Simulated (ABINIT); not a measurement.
# A GW run on AgCl (Fm-3m) in ABINIT, with inputs changed, part 2 of 2

A base run on AgCl (Fm-3m), then changed inputs.

ABINIT 10.8.3; PBE and many-body steps on it, plane waves. Known limits of the many-body steps: not at the basis limit; d shell near the gap, gap tends to lie low; no spin-orbit coupling; coarse k mesh.

So far. Step 2 (Screening, 6×6×6 mesh, 169 bands, screening to 212.2 eV): Local fields lower ε∞ by 9 %. Step 3 (Base): The gap on the mesh goes from 0.91 eV to 2.18 eV, a correction of +1.27 eV.

## (4) Fewer bands in the self-energy

Level of this step: G0W0 on PBE, plane waves, norm-conserving pseudopotentials (ABINIT).

File run.abi:

```
acell 3*1.0 Angstrom
rprim 
  0.000000000000 2.772662996800 2.772662996800
  2.772662996800 0.000000000000 2.772662996800
  2.772662996800 2.772662996800 0.000000000000
ntypat 2
znucl 47 17
natom 2
typat 1 2
xred 
  0.000000000000 0.000000000000 0.000000000000
  0.500000000000 0.500000000000 0.500000000000
pp_dirpath "pseudos"
pseudos "Ag.upf, Cl.upf"
ecut 37
ngkpt 6 6 6
nshiftk 1
shiftk 0 0 0
kptopt 1
chksymbreak 0
istwfk *1
occopt 1
irdwfk 1
optdriver 4
nband 33
gwcalctyp 0
ecutsigx 37
symsigma 1
nkptgw 2
kptgw 
  0.5000000000 0.0000000000 0.0000000000
  0.0000000000 0.0000000000 0.0000000000
bdgw 
  12 15
  11 17
ecuteps 7.8
irdscr 1
ppmodel 1
indata_prefix "in"
outdata_prefix "out"
tmpdata_prefix "tmp"
```

Command:

```sh
$ OMP_NUM_THREADS=1 mpirun -n 8 abinit run.abi > log
```

The program printed:

```text
.Version 10.8.3 of ABINIT. v10.8.2 released Aug 2026.

 Symmetries : space group Fm -3 m (#225); Bravais cF (face-center cubic)
[... echo of the input left out ...]
== DATASET  1 ==================================================================
-   mpi_nproc: 8, omp_nthreads: 1 (-1 if OMP is not activated)

--- !DatasetInfo
iteration_state: {dtset: 1, }
dimensions: {natom: 2, nkpt: 16, mband: 33, nsppol: 1, nspinor: 1, nspden: 1, mpw: 3119, }
cutoff_energies: {ecut:  37.0, pawecutdg:  -1.0, }
electrons: {nelect:   2.60000000E+01, charge:   0.00000000E+00, occopt:   1.00000000E+00, tsmear:   1.00000000E-02, }

 SIGMA: Calculation of the GW corrections

 Based on a program developped by R.W. Godby, V. Olevano, G. Onida, and L. Reining.
 Incorporated in ABINIT by V. Olevano, G.-M. Rignanese, and M. Torrent.
.Using double precision arithmetic ; gwpc =  8

[... cell and pseudopotentials left out ...]
--------------------------------------------------------------------------------

 ==== K-mesh for the wavefunctions ====
 Number of points in the irreducible wedge :    16
[... list of points left out ...]
 Together with 48 symmetry operations and time-reversal symmetry
 yields   216 points in the full Brillouin Zone.

 ==== Q-mesh for screening function ====
 Number of points in the irreducible wedge :    16
[... list of points left out ...]
 Together with 48 symmetry operations and time-reversal symmetry
 yields   216 points in the full Brillouin Zone.

 vcoul_init : cutoff-mode = AUXILIARY_FUNCTION
 q-points for optical limit:   1
     1)      0.000010    0.000020    0.000030
 setmesh: FFT mesh size selected  =    45x   45x   45
          total number of points  =        91125

 Number of electrons calculated from density =   26.0000; Expected =   26.0000
[...]
number of omega for Sigma on real axis              0
 max omega for Sigma on real axis  [eV]           0.00
 zcut for avoiding poles [eV]                     0.10

 EPSILON^-1 parameters (SCR file):
 dimension of the eps^-1 matrix on file            307
 dimension of the eps^-1 matrix used               307
 number of plane-waves for wavefunctions          3119
 number of bands                                   169
 number of q-points in IBZ                          16
 number of frequencies                               2
 number of real frequencies                          1
 number of imag frequencies                          1

 matrix elements of self-energy operator (all in [eV])

 Perturbative Calculation

--- !SelfEnergy_ee
iteration_state: {dtset: 1, }
kpoint     : [   0.500,    0.000,    0.000, ]
spin       : 1
KS_gap     :    4.239
QP_gap     :    5.042
Delta_QP_KS:    0.803
data: !SigmaeeData |
     Band     E0 <VxcDFT>   SigX SigC(E0)      Z dSigC/dE  Sig(E)    E-E0       E
       12   4.678 -21.526 -26.477   4.667   0.803  -0.246 -21.754  -0.228   4.450
       13   4.678 -21.526 -26.477   4.667   0.803  -0.246 -21.754  -0.228   4.450
       14   8.917  -9.101  -4.939  -3.478   0.842  -0.187  -8.525   0.576   9.493
[...]
--- !SelfEnergy_ee
iteration_state: {dtset: 1, }
kpoint     : [   0.000,    0.000,    0.000, ]
spin       : 1
KS_gap     :    3.230
QP_gap     :    4.612
Delta_QP_KS:    1.383
data: !SigmaeeData |
     Band     E0 <VxcDFT>   SigX SigC(E0)      Z dSigC/dE  Sig(E)    E-E0       E
[...]
16  15.379 -12.293  -6.949  -3.662   0.829  -0.206 -10.897   1.395  16.774
       17  15.379 -12.293  -6.949  -3.662   0.829  -0.206 -10.897   1.395  16.774

== END DATASET(S) ==============================================================
================================================================================

 -outvars: echo values of variables after computation  --------
           etotal      0.0000000000E+00
            nband          33
             nkpt          16
          spgroup         225
 [... the other variables as echoed above ...]

 Calculation completed.
```

The job ended after 7.6 s (8 MPI ranks of Arm Neoverse V2, shared host; peak memory 2.1 GiB).

This step gave:

```
G0W0 gap on the points computed              : 1.861 eV
starting gap on the mesh                     : 0.9128 eV
k of the valence top                         : 0.5, 0, 0
k of the conduction bottom                   : 0, 0, 0
Z at the valence top                         : 0.803
Z at the conduction bottom                   : 0.835
least direct G0W0 gap on the computed points : 4.612 eV
```

## (5) Unknown plasmon-pole model

run.abi, as its differences from that of step 4:

```diff
@@ -24,3 +24,3 @@
 optdriver 4
-nband 33
+nband 169
 gwcalctyp 0
@@ -37,3 +37,3 @@
 irdscr 1
-ppmodel 1
+ppmodel 7
 indata_prefix "in"
```

The program printed:

```text
.Version 10.8.3 of ABINIT. v10.8.2 released Aug 2026.

 Symmetries : space group Fm -3 m (#225); Bravais cF (face-center cubic)
================================================================================
 Values of the parameters that define the memory need of the present run
     intxc =       0    ionmov =       0      iscf =       7    lmnmax =       6
     lnmax =       6     mgfft =      45  mpssoang =       3    mqgrid =    3001
     natom =       2  nloc_mem =       1    nspden =       1   nspinor =       1
    nsppol =       1      nsym =      48    n1xccc =    2501    ntypat =       2
    occopt =       1   xclevel =       2
-    mband =         169        mffmem =           1         mkmem =           2
       mpw =        3119          nfft =       91125          nkpt =          16
================================================================================
  Rough estimation (10% accuracy) of disk space for files :
================================================================================

--------------------------------------------------------------------------------
------------- Echo of variables that govern the present computation ------------
--------------------------------------------------------------------------------
 -outvars: echo values of preprocessed input variables --------
            acell      1.8897261259E+00  1.8897261259E+00  1.8897261259E+00 Bohr

             bdgw          12      15      11      17
      chksymbreak           0
             ecut      3.70000000E+01 Hartree
          ecuteps      7.80000000E+00 Hartree
         ecutsigx      3.70000000E+01 Hartree
          ecutwfn      3.70000000E+01 Hartree
-          fftalg         312
           irdscr           1
           irdwfk           1

[...]
pspatm : epsatm=   27.55768671
         --- l  ekb(1:nproj) -->
[...]
pspatm: atomic psp has been read  and splines computed

- Cl Generated using ONCVPSP code by D. R. Hamann
- 17.00000   7.00000  171031                  znucl, zion, pspdat
12 -101130 2 -1 1028                          pspcod,pspxc,lmax,lloc,mmax
     nproj     2     2     2
  pspatm : epsatm=    9.12776517
         --- l  ekb(1:nproj) -->
[...]
1    3.821713    1.107519
             2   -2.938609   -0.805455
 pspatm: atomic psp has been read  and splines computed

   9.53821749E+02                                ecore*ucvol(ha*bohr**3)
--------------------------------------------------------------------------------

 ==== K-mesh for the wavefunctions ====
 Number of points in the irreducible wedge :    16
 Reduced coordinates and weights :

     1)     0.00000000E+00  0.00000000E+00  0.00000000E+00       0.00463
     2)     1.66666667E-01  0.00000000E+00  0.00000000E+00       0.03704
     3)     3.33333333E-01  0.00000000E+00  0.00000000E+00       0.03704
[...]
Together with 48 symmetry operations and time-reversal symmetry
 yields   216 points in the full Brillouin Zone.

 ==== Q-mesh for screening function ====
 Number of points in the irreducible wedge :    16
 Reduced coordinates and weights :

[...]
15)    -3.33333333E-01  3.33333333E-01  1.66666667E-01       0.11111
    16)    -3.33333333E-01  5.00000000E-01  1.66666667E-01       0.05556

 Together with 48 symmetry operations and time-reversal symmetry
 yields   216 points in the full Brillouin Zone.

 vcoul_init : cutoff-mode = AUXILIARY_FUNCTION
 q-points for optical limit:   1
     1)      0.000010    0.000020    0.000030
 setmesh: FFT mesh size selected  =    45x   45x   45
          total number of points  =        91125

 Number of electrons calculated from density =   26.0000; Expected =   26.0000
 average of density, n =  0.090376
 r_s =    1.3824
 omega_plasma =   28.9990 [eV]

--- !BUG
message: |
    Wrong ppm%model: 7

--- !BUG
message: |
    Wrong ppm%model: 7

--- from the log ---
Wrong ppm%model: 7
```

It took 2.2 s on 8 MPI ranks; peak memory 0.22 GiB.

The run stopped with an error after 2.2 s.

The program's words: Wrong ppm%model: 7

The fault put into this input: unknown plasmon-pole model.

## (6) Side by side

Times are wall times on 8 MPI ranks of Arm Neoverse V2, shared host, good to a factor of about two. A run's time includes the screening step that it read.

```tsv
run	mesh	bands	screening cutoff (eV)	DFT gap (eV)	gap on the mesh (eV)	direct (eV)	ε∞ used	time
base	6×6×6	169	212.2	0.913	2.178	4.747	4.94	3.2 min
fewer bands in the self-energy	6×6×6	33	212.2	0.913	1.861	4.612	4.94	3 min
```

## (7) Outcome

| Quantity | Value |
| --- | --- |
| base | 2.178 eV |
| fewer bands in the self-energy | 1.861 eV |
| known limits | not at the basis limit; d shell near the gap, gap tends to lie low; no spin-orbit coupling; coarse k mesh |

What this shows: Fewer bands in the self-energy: −0.317 eV against base (keys changed: nband). Bands and cutoff are finite, so the gap is not at the basis limit. The miss can reach some tenths of an eV and take either sign; the mesh is an error of its own. In the G0W0 runs levels were corrected at 2 k points alone, so a gap called «on the mesh» is the least over those, and an edge elsewhere would be missed. The 6×6×6 mesh is coarse for this cell, which bears on the long-range parts of exchange and screening. A d shell, filled or nearly so, lies near the gap. One-shot GW converges very slowly in bands there, not always from below, and on a semilocal start the gap tends to come out low; starts rich in exact exchange can overshoot instead. The many-body steps are scalar-relativistic: spin-orbit coupling is not in them.

[Paths, hosts, dates, memory and timing lines, banners, echoed tables and standing remarks are left out of the program output.]

[Logs are printed without paths, hosts, clocks, repeated set-up lines and the standing remarks that a program may print on its own settings, such as how far it seeks lower states.]

[Runs of the session that timed out or met a known fault of the program may be left out.]

[Hosts, paths, dates, database ids (printed as entryN), source tags and the programs' standing remarks are cut or masked in the printed files.]

[G0W0 gaps are taken among the corrected bands and points alone; a level outside them can change the order at an edge.]

[Where Ansatz stands beside ABINIT at settings called matched, ABINIT's density can come from a denser mesh and the files from another edition; pairs whose starting gaps differed by over 0.03 eV were left out, so agreement reads better than it is.]
